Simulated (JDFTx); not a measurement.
## Au: equation of state with r2SCAN

**What was measured.**

From “Exploring toroidal anvil profiles for larger sample volumes above 4 Mbar”, 2024, pmc:11102561, for a bulk crystal of Au: bulk modulus 167 GPa.

Au:

```
Au
1.0
     0.00000    2.03500    2.03500
     2.03500    0.00000    2.03500
     2.03500    2.03500    0.00000
Au
1
Direct
  0.00000 0.00000 0.00000
```

- Program: JDFTx 1.7.0 (patched build)
- Task: equation of state
- Functional: r2SCAN
- Potentials or basis: SG15-PBE-1.2 with smoothed tails
- Cutoff: 1088 eV
- Density cutoff: 4354 eV
- k mesh: 11 × 11 × 11
- Occupations: fermi-dirac, width 0.05 eV
- Spin: no spin polarisation

```yaml
Equilibrium_volume: 17.47 Å³/atom
Bulk_modulus: 159 GPa
Pressure_derivative_of_the_bulk_modulus: 5.8
```

Energy against volume, from the lowest point:
```csv
volume (Å³/atom),energy (meV/atom)
15.843,93.85
16.181,56.26
16.518,29.29
16.855,11.67
17.192,2.24
17.529,0.00
17.866,4.06
```

Measured bulk modulus of Au: 167 GPa (quoted in “Exploring toroidal anvil profiles for larger sample volumes above 4 Mbar”, 2024, pmc:11102561). This calculation gives 159 GPa (-5.0 %). The fit is for a static lattice scaled at fixed shape and fixed fractional positions.

Caveat: the potentials were made for another functional, which shifts forces and pressure. The run has no spin-orbit coupling, so splittings on Au are missing.
